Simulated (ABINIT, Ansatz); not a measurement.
## KBr (Fm-3m): third-order response

Aim: Raman and infrared lines of KBr (Fm-3m).

Method: DFT LDA, scalar-relativistic, plane waves, PseudoDojo norm-conserving pseudopotentials, in ABINIT 10.8.3.

### Step 1. The structure

Symmetry: Fm-3m, No. 225, cubic system. The conventional cell has a = 6.371 Å, b = 6.371 Å, c = 6.371 Å, α = 90.00°, β = 90.00°, γ = 90.00°. Nearest to K lie 6 Br at 3.19 Å. Nearest to Br lie 6 K at 3.19 Å. Farther neighbours and most contacts between anions are not listed.

### Step 2. Relaxation

The harmonic expansion needs vanishing forces, and a free crystal bears no stress, so cell and atoms are brought to rest. Stress is more sensitive to the basis than forces are: the last 3 Ha under the cutoff are smoothed with ecutsm, and the cutoff is raised above that of the later runs.

The starting cell comes from a relaxation made beforehand in Ansatz (LDA, PseudoDojo NC).

The input, relax.abi:

```
# relaxation
ionmov 2
optcell 2
dilatmx 1.08
ntime 40
tolmxf 1.0d-05
tolvrs 1.0d-14
prtwf 0
prtden 0
chksymtnons 0

# basis, mesh and filling
ecut 40.0
ecutsm 3.0
ngkpt 6 6 6
nshiftk 1
shiftk 0.0 0.0 0.0
istwfk *1
occopt 1
nband 8
nstep 100
diemac 9.0
prtebands 0
prtgsr 0

# cell and atoms
acell 8.512643202 8.512643202 8.512643202
rprim 
    -0.7071067812 0.0 0.7071067812
    0.0 0.7071067812 0.7071067812
    -0.7071067812 0.7071067812 0.0
ntypat 2
znucl 19 35
natom 2
typat 1 2
xred 
    0.0 0.0 0.0
    0.5 0.5 0.5
pp_dirpath "./pseudo"
pseudos "K.upf, Br.upf"
```

On the command line:

```console
$ OMP_NUM_THREADS=1 mpirun -n 4 abinit relax.abi > relax.log
```

Numbers of over 12 decimals in the logs are rounded to 6 here.

relax.abo, the main output file:

```text
[banners, grids, parts of the stress and lines that vanish by symmetry left out]
- input  file    -> relax.abi
- output file    -> relax.abo
- root for input  files -> relaxi
[...]
Symmetries : space group Fm -3 m (#225); Bravais cF (face-center cubic)
[...]
mpw =        6710          nfft =      157464          nkpt =          16
[...]
== DATASET  1 ==================================================================
[...]
cutoff_energies: {ecut:  40.0, pawecutdg:  -1.0, }
[...]
ETOT  1  -45.809266376816    -4.581E+01 3.716E-02 1.041E+02
 ETOT  2  -45.832791523321    -2.353E-02 1.519E-05 6.017E+00
 ETOT  3  -45.833306252346    -5.147E-04 9.072E-06 1.869E-01
 ETOT  4  -45.833312106212    -5.854E-06 5.534E-07 2.395E-03
 ETOT  5  -45.833312164977    -5.876E-08 2.694E-09 1.534E-04
[...]
At SCF step   12       vres2   =  3.90E-15 < tolvrs=  1.00E-14 =>converged.
[...]
sigma(1 1)=  1.58928557E-07  sigma(3 2)=  0.00000000E+00
  sigma(2 2)=  1.58928557E-07  sigma(3 1)=  0.00000000E+00
  sigma(3 3)=  1.58928557E-07  sigma(2 1)=  0.00000000E+00
[...]
convergence: {deltae: -8.100E-13, res2:  3.901E-15, residm:  4.477E-19, diffor: null, }
etotal    :  -4.58333122E+01
[...]
ETOT  1  -45.833312179000    -4.583E+01 5.649E-13 9.945E-06
[...]
At SCF step    7       vres2   =  5.36E-15 < tolvrs=  1.00E-14 =>converged.
[...]
sigma(1 1)=  1.49075691E-07  sigma(3 2)=  0.00000000E+00
  sigma(2 2)=  1.49075691E-07  sigma(3 1)=  0.00000000E+00
  sigma(3 3)=  1.49075691E-07  sigma(2 1)=  0.00000000E+00
[...]
convergence: {deltae: -4.761E-13, res2:  5.363E-15, residm:  7.009E-18, diffor: null, }
etotal    :  -4.58333122E+01
[...]
ETOT  1  -45.833312075524    -4.583E+01 6.662E-08 2.275E-03
[...]
ETOT  8  -45.833312186738    -1.933E-12 1.542E-17 1.068E-13
 ETOT  9  -45.833312186738     1.421E-13 3.056E-19 1.115E-15
 At SCF step    9       vres2   =  1.12E-15 < tolvrs=  1.00E-14 =>converged.
[...]
sigma(1 1)= -7.74853491E-11  sigma(3 2)=  0.00000000E+00
  sigma(2 2)= -7.74853486E-11  sigma(3 1)=  0.00000000E+00
  sigma(3 3)= -7.74853486E-11  sigma(2 1)=  0.00000000E+00
[...]
convergence: {deltae:  1.421E-13, res2:  1.115E-15, residm:  3.056E-19, diffor: null, }
etotal    :  -4.58333122E+01
[...]
At Broyd/MD step   3, gradients are converged :
[...]
sigma(1 1)= -7.74853491E-11  sigma(3 2)=  0.00000000E+00
  sigma(2 2)= -7.74853486E-11  sigma(3 1)=  0.00000000E+00
  sigma(3 3)= -7.74853486E-11  sigma(2 1)=  0.00000000E+00
[...]
- sigma(1 1)= -2.27969768E-06  sigma(3 2)=  0.00000000E+00
- sigma(2 2)= -2.27969766E-06  sigma(3 1)=  0.00000000E+00
- sigma(3 3)= -2.27969766E-06  sigma(2 1)=  0.00000000E+00
[...]
fcart     -0.0000000000E+00 -0.0000000000E+00 -0.0000000000E+00
           strten     -7.7485349083E-11 -7.7485348650E-11 -7.7485348650E-11
================================================================================

[key lines of the parts left out:]
pressure_GPa:   2.2797E-06
Total energy (etotal) [Ha]= -4.58333121867380E+01
```

The job ended after 18 s (4 MPI ranks of Intel Xeon 6975P-C (Granite Rapids), shared host; 72 s of CPU time).

Little changed from the start: no atom moved by 0.005 Å and no cell edge by 0.1 %.

This step gave:

| Item | Value |
| --- | --- |
| volume per atom | 32.31 Å³ |
| pressure | 2.28e-6 GPa |

### Step 3. Self-consistent run for the response

First-order wavefunctions inherit every error of the ground state, hence the very tight tolvrs. The mesh is shifted off Γ, since shifted meshes converge sums over the zone faster.

The input, gs.abi:

```
# ground state
tolvrs 1.0d-16
prtden 1
prtwf 1

# basis, mesh and filling
ecut 32.0
ngkpt 4 4 4
nshiftk 4
shiftk 
    0.5 0.5 0.5
    0.5 0.0 0.0
    0.0 0.5 0.0
    0.0 0.0 0.5
istwfk *1
occopt 1
nband 8
nstep 100
diemac 9.0
prtebands 0
prtgsr 0

# cell and atoms
acell 8.511988667 8.511988667 8.511988667
rprim 
    -0.7071067812 0.0 0.7071067812
    0.0 0.7071067812 0.7071067812
    -0.7071067812 0.7071067812 0.0
ntypat 2
znucl 19 35
natom 2
typat 1 2
xred 
    0.0 0.0 0.0
    0.5 0.5 0.5
pp_dirpath "./pseudo"
pseudos "K.upf, Br.upf"
```

On the command line:

```console
$ OMP_NUM_THREADS=1 mpirun -n 4 abinit gs.abi > gs.log
```

gs.abo, the main output file:

```text
[banners, grids, parts of the stress and lines that vanish by symmetry left out]
- input  file    -> gs.abi
- output file    -> gs.abo
- root for input  files -> gsi
[...]
Symmetries : space group Fm -3 m (#225); Bravais cF (face-center cubic)
[...]
mpw =        3779          nfft =       91125          nkpt =          10
[...]
== DATASET  1 ==================================================================
[...]
cutoff_energies: {ecut:  32.0, pawecutdg:  -1.0, }
[...]
ETOT  1  -45.800224485275    -4.580E+01 1.214E-01 5.617E+01
 ETOT  2  -45.832865120077    -3.264E-02 5.291E-05 2.445E+00
 ETOT  3  -45.833233255714    -3.681E-04 5.231E-06 1.239E-01
 ETOT  4  -45.833241003795    -7.748E-06 6.436E-07 8.443E-04
 ETOT  5  -45.833241046646    -4.285E-08 3.263E-09 7.930E-05
[...]
ETOT 13  -45.833241056350     2.466E-12 1.199E-20 1.173E-16
 ETOT 14  -45.833241056351    -2.700E-13 5.015E-22 5.107E-18
 At SCF step   14       vres2   =  5.11E-18 < tolvrs=  1.00E-16 =>converged.
[...]
sigma(1 1)=  2.12670836E-06  sigma(3 2)=  0.00000000E+00
  sigma(2 2)=  2.12670836E-06  sigma(3 1)=  0.00000000E+00
  sigma(3 3)=  2.12670836E-06  sigma(2 1)=  0.00000000E+00
[...]
convergence: {deltae: -2.700E-13, res2:  5.107E-18, residm:  5.015E-22, diffor: null, }
etotal    :  -4.58332411E+01
[...]
sigma(1 1)=  2.12670836E-06  sigma(3 2)=  0.00000000E+00
  sigma(2 2)=  2.12670836E-06  sigma(3 1)=  0.00000000E+00
  sigma(3 3)=  2.12670836E-06  sigma(2 1)=  0.00000000E+00
[...]
- sigma(1 1)=  6.25699203E-02  sigma(3 2)=  0.00000000E+00
- sigma(2 2)=  6.25699203E-02  sigma(3 1)=  0.00000000E+00
- sigma(3 3)=  6.25699203E-02  sigma(2 1)=  0.00000000E+00
[...]
fcart     -0.0000000000E+00 -0.0000000000E+00 -0.0000000000E+00
           strten      2.1267083629E-06  2.1267083629E-06  2.1267083629E-06
================================================================================

[key lines of the parts left out:]
pressure_GPa:  -6.2570E-02
```

Run time: 5 s. Hardware: 4 MPI ranks.

Read from the output:

```yaml
pressure: -0.06257 GPa
```

The cell stands at -0.063 GPa, close enough for phonons.

### Step 4. Empty bands

Empty bands on the ground state's density check that the gap assumed so far is there in this cell.

The input, gap.abi:

```
# empty bands on the ground state's density
iscf -2
getden_filepath "gso_DEN"
tolwfr 1.0d-12
nbdbuf 2
prtwf 0

# basis, mesh and filling
ecut 32.0
ngkpt 6 6 6
nshiftk 1
shiftk 0.0 0.0 0.0
istwfk *1
occopt 1
nband 12
nstep 100
diemac 9.0
prtebands 0
prtgsr 0

# cell and atoms
acell 8.511988667 8.511988667 8.511988667
rprim 
    -0.7071067812 0.0 0.7071067812
    0.0 0.7071067812 0.7071067812
    -0.7071067812 0.7071067812 0.0
ntypat 2
znucl 19 35
natom 2
typat 1 2
xred 
    0.0 0.0 0.0
    0.5 0.5 0.5
pp_dirpath "./pseudo"
pseudos "K.upf, Br.upf"
```

On the command line:

```console
$ OMP_NUM_THREADS=1 mpirun -n 4 abinit gap.abi > gap.log
```

gap.abo, the main output file:

```text
[banners, grids, parts of the stress and lines that vanish by symmetry left out]
- input  file    -> gap.abi
- output file    -> gap.abo
- root for input  files -> gapi
[...]
Symmetries : space group Fm -3 m (#225); Bravais cF (face-center cubic)
[...]
mpw =        3812          nfft =       91125          nkpt =          16
[...]
== DATASET  1 ==================================================================
[...]
cutoff_energies: {ecut:  32.0, pawecutdg:  -1.0, }
[...]
-outvars: echo values of variables after computation
            acell      8.5119886670E+00  8.5119886670E+00  8.5119886670E+00 Bohr
================================================================================
```

Wall time 5.3 s (4 MPI ranks).

Read from the output:

```
gap on the k-mesh : 4.324 eV
```

In this cell the gap on the mesh is 4.3 eV, direct, so fixed occupations hold.

### Step 5. Zone-centre response

The derivative of the wavefunctions by k comes first, since the response to a field is built on it; then the field and the displacements that symmetry doesn't supply are solved at q = 0. By the 2n+1 theorem the first-order wavefunctions also give third derivatives: Raman tensors and the non-linear susceptibility.

It reads the wavefunctions written in step 3.

The input, dfpt_gamma.abi:

```
ndtset 3

# common to the responses
getwfk_filepath "gso_WFK"
kptopt 2
nqpt 1
qpt 0.0 0.0 0.0
asr 0
chneut 0

# d/dk
rfelfd1 2
rfdir1 1 1 1
iscf1 -3
tolwfr1 1.0d-20

# displacements, field
rfphon2 1
rfatpol2 1 2
rfdir2 1 1 1
rfelfd2 3
getddk2 1
tolvrs2 1.0d-10
prepanl2 1
prtden2 1

# third order
optdriver3 5
getden_filepath3 "gso_DEN"
get1den3 2
get1wf3 2
getddk3 1
d3e_pert1_elfd3 1
d3e_pert1_phon3 1
d3e_pert1_atpol3 1 2
d3e_pert1_dir3 1 1 1
d3e_pert2_elfd3 1
d3e_pert2_dir3 1 1 1
d3e_pert3_elfd3 1
d3e_pert3_dir3 1 1 1
usepead3 1
tolvrs3 1.0d-10

# basis, mesh and filling
ecut 32.0
ngkpt 4 4 4
nshiftk 4
shiftk 
    0.5 0.5 0.5
    0.5 0.0 0.0
    0.0 0.5 0.0
    0.0 0.0 0.5
istwfk *1
occopt 1
nband 8
nstep 100
diemac 9.0
prtebands 0
prtgsr 0

# cell and atoms
acell 8.511988667 8.511988667 8.511988667
rprim 
    -0.7071067812 0.0 0.7071067812
    0.0 0.7071067812 0.7071067812
    -0.7071067812 0.7071067812 0.0
ntypat 2
znucl 19 35
natom 2
typat 1 2
xred 
    0.0 0.0 0.0
    0.5 0.5 0.5
pp_dirpath "./pseudo"
pseudos "K.upf, Br.upf"
```

On the command line:

```console
$ OMP_NUM_THREADS=1 mpirun -n 4 abinit dfpt_gamma.abi > dfpt_gamma.log
```

dfpt_gamma.abo, the main output file:

```text
[banners, grids, parts of the stress and lines that vanish by symmetry left out]
- input  file    -> dfpt_gamma.abi
- output file    -> dfpt_gamma.abo
- root for input  files -> dfpt_gammai
[...]
DATASET    1 : space group Fm -3 m (#225); Bravais cF (face-center cubic)
[...]
nfft =       91125          nkpt =         128
[...]
DATASET    2 : space group Fm -3 m (#225); Bravais cF (face-center cubic)
[...]
nfft =       91125          nkpt =         128
[...]
DATASET    3 : space group Fm -3 m (#225); Bravais cF (face-center cubic)
[...]
mpw =        3779          nfft =       91125          nkpt =         128
[...]
== DATASET  1 ==================================================================
[...]
cutoff_energies: {ecut:  32.0, pawecutdg:  -1.0, }
[...]
- 35.00000   7.00000  180309                  znucl, zion, pspdat
[...]
Perturbation : derivative vs k along direction   1
[...]
-ETOT  1  -12.532018484986     -1.253E+01 4.145E-02 0.000E+00
 ETOT  2  -12.586724930970     -5.471E-02 1.135E-03 0.000E+00
 ETOT  3  -12.587296170974     -5.712E-04 2.015E-05 0.000E+00
 ETOT  4  -12.587304030455     -7.859E-06 7.329E-07 0.000E+00
 ETOT  5  -12.587304164293     -1.338E-07 2.259E-08 0.000E+00
[...]
At SCF step   14   max residual=  9.98E-21 < tolwfr=  1.00E-20 =>converged.
[...]
Perturbation : derivative vs k along direction   2
[...]
-ETOT  1  -12.532018484767     -1.253E+01 4.145E-02 0.000E+00
[...]
At SCF step   14   max residual=  9.96E-21 < tolwfr=  1.00E-20 =>converged.
[...]
Perturbation : derivative vs k along direction   3
[...]
-ETOT  1  -12.532018484547     -1.253E+01 4.145E-02 0.000E+00
[...]
At SCF step   14   max residual=  9.98E-21 < tolwfr=  1.00E-20 =>converged.
[...]
1        1       1.3488785374   -0.0000000000
     1        2      -0.6744392687    0.0000000000
     1        3      -0.6744392687    0.0000000000
     2        1      -0.6744392687    0.0000000000
     2        2       1.3488785374   -0.0000000000
     2        3       0.6744392687   -0.0000000000
     3        1      -0.6744392687    0.0000000000
     3        2       0.6744392687   -0.0000000000
     3        3       1.3488785374   -0.0000000000
[...]
== DATASET  2 ==================================================================
[...]
cutoff_energies: {ecut:  32.0, pawecutdg:  -1.0, }
[...]
Perturbation : displacement of atom   1   along direction   1
[...]
-ETOT  1   5.353879     -2.369E+03 7.120E+00 4.088E+02
[...]
At SCF step   13       vres2   =  4.60E-12 < tolvrs=  1.00E-10 =>converged.
[...]
Perturbation : displacement of atom   2   along direction   1
[...]
-ETOT  1   1.684460     -6.256E+02 3.862E+00 9.219E+02
[...]
At SCF step   11       vres2   =  5.20E-12 < tolvrs=  1.00E-10 =>converged.
[...]
Perturbation : homogeneous electric field along direction   1
[...]
-ETOT  1  -41.174893105991     -4.117E+01 6.915E-01 2.943E+04
[...]
At SCF step   11       vres2   =  8.84E-11 < tolvrs=  1.00E-10 =>converged.
[...]
Perturbation : homogeneous electric field along direction   2
[...]
-ETOT  1  -41.174893105365     -4.117E+01 6.915E-01 2.943E+04
[...]
At SCF step   11       vres2   =  8.84E-11 < tolvrs=  1.00E-10 =>converged.
[...]
Perturbation : homogeneous electric field along direction   3
[...]
-ETOT  1  -41.174893104728     -4.117E+01 6.915E-01 2.943E+04
[...]
ETOT 10  -49.893881807612     -3.738E-11 6.432E-13 6.313E-10
 ETOT 11  -49.893881807613     -1.016E-12 5.182E-14 8.837E-11
 At SCF step   11       vres2   =  8.84E-11 < tolvrs=  1.00E-10 =>converged.
[...]
Dielectric tensor, in cartesian coordinates,
[...]
1    4   1    4         2.7590983608        -0.0000000000
   1    4   2    4         0.0000000000        -0.0000000000
   1    4   3    4         0.0000000000        -0.0000000000
   2    4   1    4         0.0000000000        -0.0000000000
   2    4   2    4         2.7590983608        -0.0000000000
   2    4   3    4        -0.0000000000        -0.0000000000
   3    4   1    4         0.0000000000        -0.0000000000
   3    4   2    4        -0.0000000000        -0.0000000000
   3    4   3    4         2.7590983608        -0.0000000000
  Effective charges, in cartesian coordinates,
[...]
1    1   1    4         1.1020480772         0.0000000000
   2    1   1    4        -0.0000000000         0.0000000000
   3    1   1    4         0.0000000000         0.0000000000
   1    2   1    4        -1.1016702516         0.0000000000
   2    2   1    4        -0.0000000000         0.0000000000
[...]
Effective charges, in cartesian coordinates,
[...]
2    4   1    2        -0.0000000000         0.0000000000
   3    4   1    2         0.0000000000         0.0000000000
   1    4   2    2        -0.0000000000         0.0000000000
   2    4   2    2        -1.1016701813         0.0000000000
   3    4   2    2         0.0000000000         0.0000000000
   1    4   3    2         0.0000000000         0.0000000000
   2    4   3    2        -0.0000000000         0.0000000000
   3    4   3    2        -1.1016701813         0.0000000000
  Phonon wavevector (reduced coordinates) :  0.00000  0.00000  0.00000
 Phonon energies in Hartree :
[...]
Phonon frequencies in cm-1    :
-  3.711235E-01  3.711236E-01  3.711240E-01  1.300380E+02  1.300380E+02
-  1.300380E+02
  Phonon at Gamma, with non-analyticity in the
[...]
Phonon energies in Hartree :
[...]
Phonon frequencies in cm-1    :
-  3.711235E-01  3.711236E-01  3.713444E-01  1.300380E+02  1.300380E+02
-  1.722626E+02
  Phonon at Gamma, with non-analyticity in the
[...]
Phonon energies in Hartree :
[...]
Phonon frequencies in cm-1    :
-  3.711235E-01  3.711240E-01  3.713440E-01  1.300380E+02  1.300380E+02
-  1.722626E+02
  Phonon at Gamma, with non-analyticity in the
[...]
Phonon energies in Hartree :
[...]
Phonon frequencies in cm-1    :
-  3.711236E-01  3.711240E-01  3.713439E-01  1.300380E+02  1.300380E+02
-  1.722626E+02
[...]
== DATASET  3 ==================================================================
[...]
cutoff_energies: {ecut:  32.0, pawecutdg:  -1.0, }
[...]
1          1       -0.000000000       -0.000000000       -0.000000000
[...]
1          2       -0.000000000       -0.000000000       -0.000000000
[...]
1          3       -0.000000000       -0.000000000       -0.000000000
[...]
2          1       -0.000000000       -0.000000000       -0.000000000
[...]
2          2       -0.000000000       -0.000000000       -0.000000000
[...]
2          3       -0.000000000       -0.000000000       -0.000000000
[...]
strten2     0.0000000000E+00  0.0000000000E+00  0.0000000000E+00
           strten3     0.0000000000E+00  0.0000000000E+00  0.0000000000E+00
================================================================================
```

Wall time 3.5 min (4 MPI ranks); 14 min of CPU time.

Read from the output:

| Quantity | Value |
| --- | --- |
| miss of the charge sum rule | 3.78e-4 e |
| largest acoustic frequency at the zone centre before the sum rule | 0.37 cm⁻¹ |
| highest optical zone-centre mode (no LO-TO term) | 130.0 cm⁻¹ |
| lowest optical zone-centre mode | 130.0 cm⁻¹ |
| mean high-frequency dielectric constant | 2.759 |
| largest Born charge in size (third of the trace) | 1.102 e |

Born charge (rows field, columns displacement), before the sum rule (e), principal values of the symmetric part by kind of site:

| atom | atoms with these values | low | middle | high | mean |
| --- | --- | --- | --- | --- | --- |
| K1 | 1 | 1.10 | 1.10 | 1.10 | 1.10 |
| Br2 | 1 | -1.10 | -1.10 | -1.10 | -1.10 |

In full for K1:

```
1.10 0.00 0.00
0.00 1.10 0.00
0.00 0.00 1.10
```

High-frequency dielectric tensor:

```
2.76 0.00 0.00
0.00 2.76 0.00
0.00 0.00 2.76
```

The acoustic modes at Γ come out as far as 0.4 cm⁻¹ from zero, where they should vanish, a small numerical error; the Born charges miss their sum rule by 3.8e-4 e, which is good.

[end of part 1 of 3]

[Host names and launcher messages were left out of these logs when they were recorded.]

[Logs are printed without paths, hosts, clocks, repeated set-up lines and the standing remarks that a program may print on its own settings, such as how far it seeks lower states.]

[Hosts, paths, dates, database ids (printed as entryN), source tags and the programs' standing remarks are cut or masked in the printed files.]
